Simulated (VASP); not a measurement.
BaTiO3: relaxation of cell and atoms with PBEsol

Crystal: BaTiO3.

```
CELL_PARAMETERS angstrom
2.82762 1.63253 2.31665
-2.82762 1.63253 2.31665
0.00000 -3.26506 2.31665
ATOMIC_POSITIONS crystal
Ba 0.99817 0.99817 0.99817
Ti 0.48597 0.48597 0.48597
O 0.50935 0.50935 0.01635
O 0.01635 0.50935 0.50935
O 0.50935 0.01635 0.50935
```

```
Program                : VASP 6.6.1
Task                   : relaxation of cell and atoms
Functional             : PBEsol
Potentials or basis    : VASP PAW PBE potentials, release 64 (Ba_sv, Ti_sv, O)
Cutoff                 : 600 eV
k mesh                 : 7 × 7 × 7
Occupations            : gaussian, width 0.03 eV
Spin                   : no spin polarisation
Further INCAR settings : ALGO = Normal; EDIFF = 1e-07; IBRION = 2; EDIFFG = -0.005; NSW = 90; ISIF = 3
```

```yaml
Relaxed_volume: 12.84 Å³/atom
Relaxed_cell: a = 4.004 Å, b = 4.004 Å, c = 4.004 Å, α = 89.85°, β = 89.85°, γ = 89.85°
Space_group_after_relaxing_to_0.05_Å: R3m (No. 160)
Energy_gained_by_relaxing: 0.0 meV/atom
Ionic_steps: 4
Pressure_after_relaxing: 0.0 GPa
Largest_force_after_relaxing: 0.005 eV/Å
Band_gap_on_the_k_mesh: 2.33 eV, indirect (least direct gap 2.65 eV)
```

Forces in eV/Å, atoms in the order of the input:
```
Ba   0.000  0.000 -0.003
Ti   0.000  0.000 -0.002
O    0.000  0.004  0.002
O   -0.004 -0.002  0.002
O    0.004 -0.002  0.002
```

Final structure:
```
Ba Ti O
1.0
     2.82762    1.63253    2.31763
    -2.82762    1.63253    2.31763
     0.00000   -3.26505    2.31763
Ba Ti O
1 1 3
Direct
  0.99803 0.99803 0.99803
  0.48597 0.48597 0.48597
  0.50930 0.50930 0.01660
  0.01660 0.50930 0.50930
  0.50930 0.01660 0.50930
```

Levels at points of the mesh, in eV from the valence-band top:
```
           k point  band 17  band 18  band 19  band 20  band 21  band 22  band 23  band 24
(0.00, 0.00, 0.00)    -1.03    -0.45    -0.32    -0.32     2.33     2.33     2.47     4.51
```

Run time: 49 s on 2 MPI ranks on Intel(R) Xeon(R) Platinum 8488C (Sapphire Rapids) (shared host), peak memory 0.23 GiB a rank.

Caveat: the PAW data sets were made with another functional, which shifts forces and pressure a little; spin-orbit coupling is left out, which moves the levels of the heavy elements; an odd mesh through Γ misses points on the zone boundary, where band edges often lie.
